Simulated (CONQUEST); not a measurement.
# C under changes of volume

One of the cells (5.672 Å³/atom); the others are scaled copies at fixed shape and fractional positions:

```
C
1.0
     2.52207    0.00000    0.00000
     0.00000    2.52207    0.00000
     0.00000    0.00000    3.56674
C
4
Direct
  0.00000 0.50000 0.25000
  0.50000 0.00000 0.75000
  0.00000 0.00000 0.50000
  0.50000 0.50000 0.00000
```

This isn't the form of C at room conditions, which is graphite.

```yaml
Program: CONQUEST 1.3
Functional: PBE
Potentials_or_basis: PseudoDojo NC PBE, DZP, grid of 24 × 24 × 36 points
k_mesh: 10 × 10 × 8
Occupations: fermi-dirac, width 0.05 eV
Spin: no spin polarisation
```

```tsv
volume (Å³/atom)	energy over the lowest point (meV/atom)	pressure (GPa)	gap on the mesh (eV)
5.332	49.54	39.3	4.44
5.445	26.14	27.2	4.38
5.558	10.66	16.9	4.33
5.672	2.05	7.7	4.28
5.785	0.00	-1.6	4.23
5.899	?	?	?
6.012	13.18	-16.5	4.13
```

Q: What does the run at 5.899 Å³/atom give?

A: Energy over the lowest point 3.90 meV/atom; pressure -9.5 GPa; gap on the mesh 4.18 eV.

Worked out: A Birch-Murnaghan fit of order 3 (a polynomial in V^(-2/3)) to the other rows has its minimum at 5.77 Å³/atom with B0 = V·E''(V) = 431 GPa and B' = 3.7. It gives 3.93 meV/atom at 5.899 Å³/atom, against the run's 3.90, and -dE/dV = -9.4 GPa, against -9.5. A straight line through the other rows of the gap, of slope -2.56 eV per unit of ln V, gives 4.18 eV, against the run's 4.18.

Energies are extrapolated to zero smearing.

Caveats: the basis of atomic orbitals isn't converged, which shifts pressures, moduli and gaps; the real-space grid breaks the cell's symmetry a little.

A mesh can miss the band edges.
